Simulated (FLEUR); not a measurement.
The system is Co.

```
Co
1.0
     2.48736    0.00000    0.00000
    -1.24368    2.15412    0.00000
     0.00000    0.00000    4.06329
Co
2
Direct
  0.33333 0.66667 0.74014
  0.66667 0.33333 0.25986
```

Base run:

* Program: FLEUR MaX-R8.1 (later development tree)
* Functional: PBEsol
* Potentials or basis: all-electron
* Basis: FLAPW
* Kmax: 4.67 1/bohr
* k mesh: 12 × 12 × 7
* Occupations: fermi-dirac, width 0.05 eV
* Spin: collinear spin, ferromagnetic start
* Starting moments: [2.0, 2.0] μB

Its results: net moment 3.26 μB per cell; site moments Co +1.70 μB.

The run is repeated on the same cell with these changes: functional from PBEsol to SCAN. What comes out?

Net moment 3.59 μB per cell; site moments Co +1.93 μB.

Caveats: the meta-GGA is that of a development version, with a GGA for the radial functions and cores and without core tails (some runs).

Not every run made on this cell is shown here.
